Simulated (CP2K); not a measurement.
HfO2 in CP2K: the effect of functional

The system is HfO2.

```
CELL_PARAMETERS angstrom
5.11800 0.00000 0.00000
0.00000 5.18570 0.00000
-0.85866 0.00000 5.21387
ATOMIC_POSITIONS crystal
Hf 0.27550 0.46030 0.70800
Hf 0.72450 0.96030 0.79200
Hf 0.72450 0.53970 0.29200
Hf 0.27550 0.03970 0.20800
O 0.07420 0.16840 0.84670
O 0.92580 0.66840 0.65330
O 0.92580 0.83160 0.15330
O 0.07420 0.33160 0.34670
O 0.44870 0.74190 0.98010
O 0.55130 0.24190 0.51990
O 0.55130 0.25810 0.01990
O 0.44870 0.75810 0.48010
```

Alike in all runs:

| Quantity | Value |
| --- | --- |
| Program | CP2K 2026.2 |
| Task | atomic charges |
| Potentials or basis | POTENTIAL_UZH Hf GTH-PBE-q12, O GTH-PBE-q6; DZVP-MOLOPT-PBE-GTH basis |
| Density cutoff | 11565 eV |
| k mesh | 4 × 4 × 4 |
| Occupations | fermi-dirac, width 0.05 eV |
| Spin | no spin polarisation |

```csv
functional,gap on the mesh (eV),pressure (GPa),largest force (eV/Å)
PBE,4.13,0.1,0.40
LDA,3.96,-9.2,0.39
PBEsol,4.03,-5.6,0.38
OLYP,4.29,-0.9,0.38
revPBE,?,?,?
rev-vdW-DF2,4.10,-2.1,0.41
SCAN,4.68,-3.5,0.33
```

Q: What does the run with functional revPBE give?

A: gap on the mesh 4.18 eV; pressure 2.7 GPa; largest force 0.40 eV/Å.

Caveats: spin-orbit coupling is left out, which moves the levels of the heavy elements; the basis of atomic orbitals isn't converged, which shifts pressures, moduli and gaps; the potentials were made for another functional, which shifts forces and pressure (some runs).

A k mesh can miss the band edges.
